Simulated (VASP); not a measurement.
A run of VASP 6.6.1 is set up as follows.

POSCAR

```
TiO2
1.0
    4.5150000000      0.0000000000      0.0000000000
    0.0000000000      5.4970000000      0.0000000000
    0.0000000000      0.0000000000      4.9390000000
O Ti
8 4
Direct
    0.2860000000      0.3760000000      0.4120000000
    0.2140000000      0.1240000000      0.9120000000
    0.7860000000      0.1240000000      0.5880000000
    0.7140000000      0.3760000000      0.0880000000
    0.7140000000      0.6240000000      0.5880000000
    0.7860000000      0.8760000000      0.0880000000
    0.2140000000      0.8760000000      0.4120000000
    0.2860000000      0.6240000000      0.9120000000
    0.0000000000      0.1710000000      0.2500000000
    0.5000000000      0.3290000000      0.7500000000
    0.0000000000      0.8290000000      0.7500000000
    0.5000000000      0.6710000000      0.2500000000
```

File INCAR.step1:

```
PREC = Accurate ; ENCUT = 520
ISMEAR = -1 ; SIGMA = 0.05
LREAL = False ; LASPH = True
NELM = 150 ; ISPIN = 2
MAGMOM = 0 0 0 0 0 0 0 0 1 -1 -1 1 ; LMAXMIX = 4
NBANDS = 64 ; GGA = PE
ALGO = Normal ; EDIFF = 1E-4
LWAVE = True ; LCHARG = False
```

The input INCAR.step2:

```
PREC = Accurate ; ENCUT = 520
EDIFF = 1E-6 ; ISMEAR = -1
SIGMA = 0.05 ; LREAL = False
LASPH = True ; NELM = 150
ALGO = Normal ; ISIF = 2
LWAVE = False ; LCHARG = False
ISPIN = 2 ; MAGMOM = 0 0 0 0 0 0 0 0 1 -1 -1 1
LORBIT = 11 ; LMAXMIX = 4
METAGGA = R2SCAN ; LMIXTAU = True
NBANDS = 64 ; ISTART = 1
```

The input KPOINTS:

```
Automatic mesh
0
Gamma
  3 3 3
```

Potentials or basis: VASP PAW PBE potentials, release 64 (O, Ti_sv).

Command:

```sh
$ cat potpaw_PBE.64/O/POTCAR potpaw_PBE.64/Ti_sv/POTCAR > POTCAR
$ cp INCAR.step1 INCAR
$ mpirun -np 1 vasp_std > vasp.out
$ cp INCAR.step2 INCAR
$ mpirun -np 1 vasp_std > vasp.out
```

(1) Predict the largest force.

(2) Predict the band gap on the k mesh.

## Answers

(1) 0.703 eV/Å.

(2) 2.84 eV, direct.

Caveat: the k mesh is coarse (spacing up to 0.46 Å⁻¹), so the values aren't converged; the PAW data sets were made with another functional, which shifts forces and pressure a little; an odd mesh through Γ misses points on the zone boundary, where band edges often lie.
